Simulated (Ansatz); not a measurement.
# AgI: band gap under strain

Aim: follow the gap of AgI (database structure) through these states: no strain; +4.5 % equal strain in all directions; +0.5 % strain along x alone. The table at the end shows which levels were run.

Program: Ansatz 0.2.0. PAW datasets, plane waves. Calculated at 0 K for a non-magnetic cell.

### 1 The structure to begin with

The unstrained cell was relaxed with r2SCAN; in each strained cell the atoms were relaxed again with r2SCAN. Names of k-points are those of the unstrained zone, where strain can split equivalent points. First state: no strain.

The symmetry is F-43m (No. 216, cubic); a = 6.577 Å in the conventional setting, 35.56 Å³ an atom. Near Ag stand 4 I at 2.85 Å; near I stand 4 Ag at 2.85 Å.

As a file:

```cif
data_structure
_symmetry_space_group_name_H-M 'P 1'
_symmetry_Int_Tables_number 1
_cell_length_a 4.6512
_cell_length_b 4.6512
_cell_length_c 4.6512
_cell_angle_alpha 120.037
_cell_angle_beta 120.037
_cell_angle_gamma 89.936
_cell_volume 71.11
loop_
_atom_site_label
_atom_site_type_symbol
_atom_site_fract_x
_atom_site_fract_y
_atom_site_fract_z
_atom_site_occupancy
Ag1 Ag 0.25000 0.75000 0.50000 1
I1 I 0.00000 0.00000 0.00000 1
```

### 2 No strain: PBE

File input.yaml:

```yaml
crystal:
  lattice:
    - [-2.3243249452, 2.3243249452, 3.2907520921]
    - [2.3243249452, -2.3243249452, 3.2907520921]
    - [2.3243249452, 2.3243249452, -3.2907520921]
  atoms:
    - { symbol: Ag, position: [0.25, 0.75, 0.5] }
    - { symbol: I, position: [0.0, 0.0, 0.0] }
kpoints:
  mp_grid: { grid: [8, 8, 8] }
  band_path:
    path:
      - [0.0, 0.0, 0.0]
      - [0.0, 0.0, 0.5]
      - [0.25, 0.25, 0.25]
      - [0.0, 0.5, 0.0]
      - [0.5, 0.5, -0.5]
      - [0.3747220851, 0.6252779149, -0.3747220851]
      - [-0.3747220851, 0.3747220851, 0.3747220851]
      - [-0.2494441703, 0.2494441703, 0.5]
      - [0.5, 0.5, -0.2494441703]
    npoints: 1
hamiltonian:
  xc: pbe
scf:
  occupations: { method: fermi_dirac, width: 0.02 }
  n_extra_bands: 4
output:
  forces: true
  stress: true
  eigenvalues: true
```

On the command line:

```sh
$ ansatz run input.yaml --threads 4 --pin off --max-ram 4608MiB --backend cpu --events-out ev --progress --plain --runs-dir out
```

Further steps of the session: No strain: r2SCAN; No strain: HSE06; +4.5 % equal strain in all directions: PBE; +4.5 % equal strain in all directions: r2SCAN; +4.5 % equal strain in all directions: HSE06; +0.5 % strain along x alone: PBE; +0.5 % strain along x alone: r2SCAN; +0.5 % strain along x alone: HSE06.

**Question.** What will these runs give?

As calculated:

Least gap in eV (negative: overlap), with the change from the unstrained cell in brackets:

| state | volume change (%) | PBE | r2SCAN | HSE06 |
| --- | --- | --- | --- | --- |
| no strain | +0.0 | 1.34 | 1.82 | 2.50 |
| +4.5 % equal strain in all directions | +14.0 | 1.36 (+0.02) | 1.84 (+0.02) | 2.53 (+0.03) |
| +0.5 % strain along x alone | +0.4 | 1.34 (+0.00) | 1.82 (+0.00) | 2.50 (+0.00) |

In words: The HSE06 gap hardly moves: by 0.029 eV at most. PBE and HSE06 differ by 1.16 eV on the unstrained gap, and by at most 0.01 eV on its change. Spin-orbit coupling is left out of the table, though the cell holds I (Z = 53); in an element this heavy it can shift bands and gaps by tenths of an eV.
